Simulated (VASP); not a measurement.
Write the native input for VASP 6.6.1 that does the following.

- Task: core levels
- Functional: PBEsol
- Potentials or basis: VASP PAW PBE potentials, release 64 (Ti_sv, C)
- Cutoff: 520 eV
- k mesh: 9 × 9 × 9
- Occupations: methfessel-paxton, width 0.1 eV
- Spin: no spin polarisation
- Further INCAR settings: ALGO = Fast; EDIFF = 1e-06

The structure of TiC lies in POSCAR:

```
TiC
1.0
    0.0000000000      4.3186000000      4.3186000000
    4.3186000000      0.0000000000      4.3186000000
    4.3186000000      4.3186000000      0.0000000000
Ti C
8 8
Direct
    0.0000000000      0.0000000000      0.0000000000
    0.0000000000      0.0000000000      0.5000000000
    0.0000000000      0.5000000000      0.0000000000
    0.0000000000      0.5000000000      0.5000000000
    0.5000000000      0.0000000000      0.0000000000
    0.5000000000      0.0000000000      0.5000000000
    0.5000000000      0.5000000000      0.0000000000
    0.5000000000      0.5000000000      0.5000000000
    0.2500000000      0.2500000000      0.2500000000
    0.2500000000      0.2500000000      0.7500000000
    0.2500000000      0.7500000000      0.2500000000
    0.2500000000      0.7500000000      0.7500000000
    0.7500000000      0.2500000000      0.2500000000
    0.7500000000      0.2500000000      0.7500000000
    0.7500000000      0.7500000000      0.2500000000
    0.7500000000      0.7500000000      0.7500000000
```

One way to write it, as run:

INCAR

```
SYSTEM = TiC
PREC = Accurate
ENCUT = 520
EDIFF = 1E-6
ISMEAR = 1
SIGMA = 0.1
LREAL = .False.
LASPH = .True.
NELM = 80
ALGO = Fast
ISIF = 2
LWAVE = .False.
LCHARG = .False.
GGA = PS
ICORELEVEL = 1
KPAR = 4
```

KPOINTS

```
regular mesh
0
Gamma
  9 9 9
  0 0 0
```

Potentials or basis: VASP PAW PBE potentials, release 64 (Ti_sv, C).

Run with:

```sh
$ cat potpaw_PBE.64/Ti_sv/POTCAR potpaw_PBE.64/C/POTCAR > POTCAR
$ mpirun -np 4 vasp_std > vasp.out
```

Results of the run:

```yaml
Pressure: -4.3 GPa
Band_gap_on_the_k_mesh: none (metal or under the smearing width)
```

Caveat: the PAW data sets were made with another functional, which shifts forces and pressure a little.

Run time: 7.8 min on 4 MPI ranks on Intel(R) Xeon(R) Platinum 8488C (Sapphire Rapids), on a shared host, peak memory 0.53 GiB a rank.
